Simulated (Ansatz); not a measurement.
Input and command of a plane-wave DFT calculation in Ansatz:

```yaml
crystal:
  lattice:
    - [3.0832930631, 0.0, 0.0]
    - [0.0, 5.8776120342, 0.0]
    - [0.0, 0.0, 22.3354834272]
  atoms:
    - { symbol: O, position: [0.5, 0.7281150751, 0.0223859045] }
    - { symbol: O, position: [0.5, 0.2780954463, 0.027904024] }
    - { symbol: Ga, position: [0.0, 0.485582867, 0.0306159631] }
    - { symbol: Ga, position: [0.5, 1.0005543972, 0.0677658673] }
    - { symbol: O, position: [0.0, 0.9922791643, 0.1143278928] }
    - { symbol: O, position: [0.0, 0.5096468643, 0.1186349477] }
    - { symbol: Ga, position: [-0.5, 0.5013716314, 0.1651969733] }
    - { symbol: Ga, position: [0.0, 1.0163431616, 0.2023468775] }
    - { symbol: O, position: [-0.5, 1.2238305823, 0.2050588166] }
    - { symbol: O, position: [-0.5, 0.7738109535, 0.210576936] }
    - { symbol: O, position: [0.0, 0.9790780895, 0.2932496652] }
    - { symbol: O, position: [0.0, 0.5290584606, 0.2987677847] }
    - { symbol: Ga, position: [-0.5, 0.7365458813, 0.3014797237] }
    - { symbol: Ga, position: [0.0, 1.2515174115, 0.3386296279] }
    - { symbol: O, position: [-0.5, 1.2432421786, 0.3851916535] }
    - { symbol: O, position: [-0.5, 0.7606098786, 0.3894987084] }
    - { symbol: Ga, position: [-1.0, 0.7523346457, 0.436060734] }
    - { symbol: Ga, position: [-0.5, 1.2673061759, 0.4732106382] }
    - { symbol: O, position: [-1.0, 1.4747935966, 0.4759225773] }
    - { symbol: O, position: [-1.0, 1.0247739678, 0.4814406967] }
    - { symbol: O, position: [-1.0, 1.0247739678, 0.5539710274] }
    - { symbol: O, position: [-1.5, 1.5247739678, 0.5539710274] }
    - { symbol: Zn, position: [-1.5, 1.2061530394, 0.5841818123] }
    - { symbol: Zn, position: [-1.0, 1.7061530393, 0.5841818123] }
    - { symbol: O, position: [-1.5, 1.2100378936, 0.6736236908] }
    - { symbol: O, position: [-1.0, 1.7100378936, 0.6736236908] }
    - { symbol: Zn, position: [-1.0, 1.028658822, 0.7038344757] }
    - { symbol: Zn, position: [-1.5, 1.528658822, 0.7038344757] }
    - { symbol: O, position: [-1.0, 1.0247739678, 0.7932763542] }
    - { symbol: O, position: [-1.5, 1.5247739678, 0.7932763542] }
    - { symbol: Zn, position: [-1.5, 1.2061530394, 0.8234871391] }
    - { symbol: Zn, position: [-1.0, 1.7061530393, 0.8234871391] }
    - { symbol: O, position: [-1.5, 1.2100378936, 0.9129290176] }
    - { symbol: O, position: [-1.0, 1.7100378936, 0.9129290176] }
    - { symbol: Zn, position: [-1.0, 1.028658822, 0.9431398025] }
    - { symbol: Zn, position: [-1.5, 1.528658822, 0.9431398025] }
basis:
  ecutwfc: 420
kpoints:
  mp_grid: { grid: [9, 5, 1] }
hamiltonian:
  xc: pbe
scf:
  occupations: { method: gaussian, width: 0.05 }
output:
  forces: true
  stress: true
  eigenvalues: true
  populations: true
relax:
  adjacent_minimum: "off"
  f_tol: 0.02
  max_steps: 70
  cell: { fix: [a, b, gamma, alpha, beta], stress_tol: 0.15 }
```

```bash
ansatz run input.yaml --threads 8 --pin off --max-ram 20480MiB --backend cpu --events-out ev --progress --plain --runs-dir out
```

Processor: Intel(R) Xeon(R) 6975P-C (Granite Rapids), 8 threads, on a host shared with other jobs.

Estimate time, memory and problem size.

About 7.2 min on 8 threads of Intel(R) Xeon(R) 6975P-C (Granite Rapids), with other jobs on the host, peak memory 3.8 GiB. It solves 196 bands at 15 k points (the mesh reduced by the symmetry that the task leaves, which can be less than the crystal's) with about 8223 plane waves (on the last cell), in 291 SCF iterations over 28 ionic steps.
